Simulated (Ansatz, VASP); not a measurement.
# Ta: VASP beside Ansatz

```
CELL_PARAMETERS angstrom
-1.65128 1.65128 1.65128
1.65128 -1.65128 1.65128
1.65128 1.65128 -1.65128
ATOMIC_POSITIONS crystal
Ta 0.00000 0.00000 0.00000
```

Alike in both runs: task relaxation of cell and atoms; functional PBE; k mesh 18 × 18 × 18; occupations gaussian, width 0.1 eV; no spin polarisation.

```csv
,VASP,Ansatz
version,VASP 6.6.1,Ansatz 0.2.0
potentials or method,"VASP PAW PBE potentials, release 64 (Ta_pv)","scalar-relativistic, plane waves, PAW"
plane-wave cutoff (eV),600,420
valence electrons in the cell,11,13
```

```tsv
	VASP	Ansatz	Ansatz less VASP
gap on the k mesh at the Fermi level, each at its own relaxed structure (eV)	none	none	-
relaxed volume (Å³/atom)	18.29	18.28	-0.014
relaxed cell length with the largest relative difference (Å)	2.875	2.874	-0.0007
energy change over the relaxation (meV/atom)	-3	-2	+0.2
```

A gap of «none» marks a metal or a gap that the smearing closes. The two sets of potentials don't hold the same shells in valence.

Spin-orbit coupling is left out, which matters for the levels of Ta. PBE usually gives volumes a little too large and moduli too small. Zero-point motion and thermal expansion aren't in these numbers.
